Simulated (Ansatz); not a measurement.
**Structures of FePt: which is lowest?**

Plane-wave DFT in Ansatz with scalar-relativistic PAW potentials, cutoff 420 eV, Γ-centred meshes chosen by cell and gap, Gaussian smearing with energies taken to zero width. Every cell was relaxed (cell and atoms) in a run of its own, within the symmetry of its start. Functional: PBE.

Relaxed structures (starts from databases or built by putting these elements on another compound's sites):
A. Pm-3m, 2 atoms in the computed cell, a = 3.059 Å; sites (symmetry × multiplicity) Fe m-3m × 1, Pt m-3m × 1; start: built
B. P4/mmm, 2 atoms in the computed cell, a = 2.729 Å, c = 3.766 Å; sites (symmetry × multiplicity) Fe 4/mmm × 1, Pt 4/mmm × 1; start: database
C. R-3m, 2 atoms in the computed cell, a = 2.729 Å, c = 13.141 Å; sites (symmetry × multiplicity) Fe -3m × 3, Pt -3m × 3; start: built

Problem. Rank them by energy. Could pressure change the order?

Solution.
```csv
structure,group,E − E(lowest) (meV/atom),V (Å³/atom),gap on mesh (eV)
B,P4/mmm,0.0,14.03,0.00
C,R-3m,114,14.12,0.00
A,Pm-3m,173,14.31,0.00
```

B is lowest, 114 meV/atom under C. The lowest is also the densest of these, so pressure wouldn't bring one of the others in at first order. Other structures may lie lower than all of these, and vibrations aren't counted.

Spin-orbit coupling is left out, which matters for the bands of heavy elements. Only parallel moments were tried here. Magnetic cells started from one order each; another order can shift an energy by tens of meV per atom.